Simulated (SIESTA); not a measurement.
Runs of SIESTA 5.4.2 on ZrO2. Symmetry: Fm-3m, No. 225, cubic system. Conventional cell: a = 5.090 Å, b = 5.090 Å, c = 5.090 Å, α = 90.00°, β = 90.00°, γ = 90.00°. Zr (site symmetry m-3m) has 8 O at 2.20 Å as nearest neighbours. O (site symmetry -43m) has 4 Zr at 2.20 Å as nearest neighbours. Measurements of this composition are mostly on another form, of space group No. 14.

| level | potentials or basis | spin | k mesh | gap on the mesh (eV) | pressure (GPa) |
| --- | --- | --- | --- | --- | --- |
| PBE | SG15 1.2 (PBE files) or PseudoDojo by element, DZP (energy shift 0.003 Ry; two zetas on semicore shells) | off | 9 × 9 × 9 | 3.16 | 10.4 |
| AM05 | PseudoDojo 0.4 standard (PBEsol files), DZP (energy shift 0.003 Ry; two zetas on semicore shells) | off | 9 × 9 × 9 | (b) | (c) |
| PBE | PseudoDojo 0.4 standard (PBE files, fully relativistic), TZP (energy shift 0.003 Ry; two zetas on semicore shells) | non-collinear, zero start, SOC | 7 × 7 × 7 | (a) | 7.7 |
| RPBE | PseudoDojo 0.4 standard (PBE files), DZP (energy shift 0.003 Ry; two zetas on semicore shells) | off | 9 × 9 × 9 | 3.24 | 13.9 |

Alike in all rows: task band structure; cell as given; smearing fermi-dirac 0.05 eV; grid cutoff 800 Ry; energy shift 0.003 Ry.

**Question.** Estimate the missing entries.

**Answer.** (a) 3.25; (b) 3.13; (c) 2.4.

Caveats: the basis of atomic orbitals isn't converged, which shifts pressures, moduli and gaps; the potentials were made for another functional, which shifts forces and pressure (some runs); the mesh misses the band edges, which the band path finds closer together (some runs).

A k mesh can miss the band edges, and rows without SOC leave out spin-orbit coupling on Zr.
